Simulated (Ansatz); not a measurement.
Bi:

```xyz
1
Lattice="-1.9814 1.9814 1.9814 1.9814 -1.9814 1.9814 1.9814 1.9814 -1.9814" Properties=species:S:1:pos:R:3 pbc="T T T"
Bi    0.0000    0.0000    0.0000
```

This isn't the form of Bi at room conditions, which is rhombohedral.

Program: Ansatz 0.2.0. Alike in all runs: level PBE; cell as given. Hardware: 1 thread of Arm Neoverse V2, with other jobs on the host.

Task: Order these runs on this cell by their wall time, lowest first.
A. task atomic charges; potentials or basis all-electron LAPW, relativistic spinors; spin non-collinear, ferromagnetic start, SOC; k mesh 7 × 7 × 7; cutoff (eV) 159; smearing cold 0.025 eV; basis error allowed 0.001 eV/atom; mesh quality coarse
B. task single point; potentials or basis all-electron LAPW, inner shells corrected to Dirac's equation; spin collinear, ferromagnetic start; k mesh 9 × 9 × 9; cutoff (eV) 210; smearing gaussian 0.01 eV; sphere radius (all atoms) 1.544 Å; other functionals evaluated on the density BLYP, revPBE, RPBE; basis error allowed 0.001 eV/atom; other keys hamiltonian.pseudopotentials.lapw.muffin_tin_radii = 1.544; mesh quality not flagged
C. task single point; potentials or basis all-electron LAPW, scalar-relativistic; spin off; k mesh 5 × 5 × 5; cutoff (eV) 146; smearing fermi-dirac 0.02 eV; basis error allowed 0.002 eV/atom; mesh quality coarse

Result: C (1.3 s), B (15 s), A (96 s).

Caveats: some runs use coarse meshes; the starting moments weren't kept (some runs); the k mesh is thin for a metal, which can move the energy by tens of meV per atom (some runs).
